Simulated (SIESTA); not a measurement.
## Ag under changes of volume

One of the cells (17.806 Å³/atom); the others are scaled copies at fixed shape and fractional positions:

```
Ag
1.0
     2.93000    0.00000    0.00000
    -1.46500    2.53745    0.00000
     0.00000    0.00000    4.79000
Ag
2
Direct
  0.66667 0.33333 0.75000
  0.33333 0.66667 0.25000
```

This isn't the form of Ag at room conditions, which is fcc.

```yaml
Program: SIESTA 5.4.2
Functional: PBEsol
Potentials_or_basis: PseudoDojo 0.4 standard (PBEsol files)
Basis: DZP (energy shift 0.003 Ry; two zetas on semicore shells)
Grid_cutoff: 800 Ry
Energy_shift: 0.003 Ry
k_mesh: 10 × 10 × 6
Occupations: fermi-dirac, width 0.05 eV
Spin: no spin polarisation
```

```tsv
volume (Å³/atom)	energy over the lowest point (meV/atom)	pressure (GPa)
16.738	0.00	0.5
17.094	1.82	-2.1
17.450	?	?
17.806	20.31	-6.1
18.162	35.84	-7.9
18.518	54.97	-9.3
18.875	76.97	-10.5
```

Q: What does the run at 17.450 Å³/atom give?

A: Energy over the lowest point 8.84 meV/atom; pressure -4.2 GPa.

Worked out: A Birch-Murnaghan fit of order 3 (a polynomial in V^(-2/3)) to the other rows has its minimum at 16.80 Å³/atom with B0 = V·E''(V) = 124 GPa and B' = 5.3 at fixed shape and positions, which overstates the stiffness. It gives 8.78 meV/atom at 17.450 Å³/atom, against the run's 8.84, and -dE/dV = -4.2 GPa, against -4.2.

Energies are extrapolated to zero smearing.

Caveats: short orbitals over semicore shells can move pressures by several GPa; the basis of atomic orbitals isn't converged, which shifts pressures, moduli and gaps.
